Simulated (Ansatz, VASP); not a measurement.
AlN in VASP and in Ansatz

Contents of INCAR:

```
  PREC = Accurate
  ENCUT = 600
  EDIFF = 1E-6
  ISMEAR = 0
  SIGMA = 0.02
  LREAL = F
  LASPH = T
  NELM = 60
  ALGO = Normal
  ISIF = 3
  LWAVE = F
  LCHARG = F
  GGA = PE
  IBRION = 2
  NSW = 70
  EDIFFG = -0.02
```

File KPOINTS:

```
Automatic mesh
0
Gamma
  10 10 10
```

The input POSCAR:

```
AlN
1.0
    0.0000000000      2.0351763363      2.0351763363
    2.0351763363      0.0000000000      2.0351763363
    2.0351763363      2.0351763363      0.0000000000
Al N
1 1
Direct
    0.0000000000      0.0000000000      0.0000000000
    0.5000000000      0.5000000000      0.5000000000
```

Input for Ansatz:

```yaml
crystal:
  lattice:
    - [0.0, 2.0351763363, 2.0351763363]
    - [2.0351763363, 0.0, 2.0351763363]
    - [2.0351763363, 2.0351763363, 0.0]
  atoms:
    - { symbol: Al, position: [0.0, 0.0, 0.0] }
    - { symbol: "N", position: [0.5, 0.5, 0.5] }
basis:
  ecutwfc: 420
kpoints:
  mp_grid: { grid: [10, 10, 10] }
hamiltonian:
  xc: pbe
scf:
  occupations: { method: gaussian, width: 0.02 }
output:
  forces: true
  stress: true
  eigenvalues: true
relax:
  adjacent_minimum: "off"
  f_tol: 0.02
  max_steps: 50
  cell: { stress_tol: 0.1 }
```

Measurements of this composition are mostly on another form, of space group No. 186.

Alike in both runs: task relaxation of cell and atoms; functional PBE; k mesh 10 × 10 × 10; occupations gaussian, width 0.02 eV; no spin polarisation.

```csv
,VASP,Ansatz
version,VASP 6.6.1,Ansatz 0.2.0
potentials or method,"VASP PAW PBE potentials, release 64 (Al, N)","scalar-relativistic, plane waves, PAW"
plane-wave cutoff (eV),600,420
valence electrons in the cell,8,8
```

Ansatz gave:

- gap on the k mesh at the Fermi level, each at its own relaxed structure (eV): 4.44
- relaxed volume (Å³/atom): 8.43
- relaxed cell length with the largest relative difference (Å): 2.878

Task: Which values does VASP return?

Result: gap on the k mesh at the Fermi level, each at its own relaxed structure (eV): 4.44; relaxed volume (Å³/atom): 8.40; relaxed cell length with the largest relative difference (Å): 2.875.

A k mesh can miss the band edges. A hybrid or GW would open this gap; PBE tends to underestimate it.
